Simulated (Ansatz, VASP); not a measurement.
## AlN: VASP beside Ansatz

The input INCAR:

```
PREC     = Accurate       # precision mode
ENCUT    = 520            # plane-wave cutoff, eV
EDIFF    = 1E-6           # SCF threshold, eV
ISMEAR   = 0              # smearing method
SIGMA    = 0.05           # smearing width, eV
LREAL    = False          # projectors in reciprocal space
LASPH    = True           # aspherical terms in the spheres
NELM     = 60             # most SCF steps
ALGO     = Normal         # electronic algorithm
ISIF     = 2              # what is computed and relaxed
LWAVE    = False          # write WAVECAR
LCHARG   = False          # write CHGCAR
GGA      = PE             # functional
NBANDS   = 16             # bands
```

File KPOINTS:

```
regular mesh
0
Gamma
  12 12 6
```

Contents of POSCAR:

```
AlN
1.0
    3.0643371193      0.0000000000      0.0000000000
   -1.5321685597      2.6537937911      0.0000000000
    0.0000000000      0.0000000000      5.1273400000
Al N
2 2
Direct
    0.3333333333      0.6666666667      0.0000000000
    0.6666666667      0.3333333333      0.5000000000
    0.3333333333      0.6666666667      0.3850000000
    0.6666666667      0.3333333333      0.8850000000
```

Input for Ansatz:

```yaml
crystal:
  lattice:
    - [3.0643371193, 0.0, 0.0]
    - [-1.5321685597, 2.6537937911, 0.0]
    - [0.0, 0.0, 5.12734]
  atoms:
    - { symbol: Al, position: [0.3333333333, 0.6666666667, 0.0] }
    - { symbol: Al, position: [0.6666666667, 0.3333333333, 0.5] }
    - { symbol: "N", position: [0.3333333333, 0.6666666667, 0.385] }
    - { symbol: "N", position: [0.6666666667, 0.3333333333, 0.885] }
basis:
  ecutwfc: 420
kpoints:
  mp_grid: { grid: [12, 12, 6] }
hamiltonian:
  xc: pbe
scf:
  occupations: { method: gaussian, width: 0.05 }
output:
  forces: true
  stress: true
  eigenvalues: true
```

Change from the starting cell: strain -0.015 along x and y, +0.030 along z, atoms carried along.

Alike in both runs: task single point; functional PBE; k mesh 12 × 12 × 6; occupations gaussian, width 0.05 eV; no spin polarisation.

|  | VASP | Ansatz |
| --- | --- | --- |
| version | VASP 6.6.1 | Ansatz 0.2.0 |
| potentials or method | VASP PAW PBE potentials, release 64 (Al, N) | scalar-relativistic, plane waves, PAW |
| plane-wave cutoff (eV) | 520 | 420 |
| valence electrons in the cell | 16 | 16 |

Ansatz gave:

```
gap on the k mesh at the Fermi level (eV)       : 4.24
least direct gap on the mesh (eV)               : 4.24
pressure (GPa)                                  : 5.4
largest component of the traceless stress (GPa) : 12.61
rms of the force components (eV/Å)              : 0.345
```

Problem. Which values does VASP return?

Solution. gap on the k mesh at the Fermi level (eV): 4.25; least direct gap on the mesh (eV): 4.25; pressure (GPa): 5.1; largest component of the traceless stress (GPa): 12.67; rms of the force components (eV/Å): 0.346.

Atom by atom the forces differ by 0.001 eV/Å (rms over components). With one functional, cell and mesh, what is left measures potentials, basis and numerics.

A k mesh can miss the band edges.
